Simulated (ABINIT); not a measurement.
The system is Ti.

```
CELL_PARAMETERS angstrom
2.95000 0.00000 0.00000
-1.47500 2.55477 0.00000
0.00000 0.00000 4.68000
ATOMIC_POSITIONS crystal
Ti 0.66667 0.33333 0.75000
Ti 0.33333 0.66667 0.25000
```

Program: ABINIT 10.8.3 (patched build). Alike in all runs: no spin polarisation; cell as given; cutoff (eV) 408; smearing fermi-dirac 0.05 eV.

Q: Order these runs on this cell by their pressure, lowest first.
A. level revPBE; potentials or basis JTH PAW PBE v2.0; k mesh 10 × 10 × 6; mesh quality not flagged
B. level PBE; potentials or basis JTH PAW PBE v2.0; k mesh 4 × 4 × 2; mesh quality coarse
C. level LDA; potentials or basis JTH PAW LDA v2.0; k mesh 8 × 8 × 5; mesh quality not flagged

A: C (-9.5 GPa), B (-1.1 GPa), A (1.0 GPa).

Caveats: some runs use coarse meshes; the PAW data sets were made with another functional, which shifts forces and pressure a little (some runs).
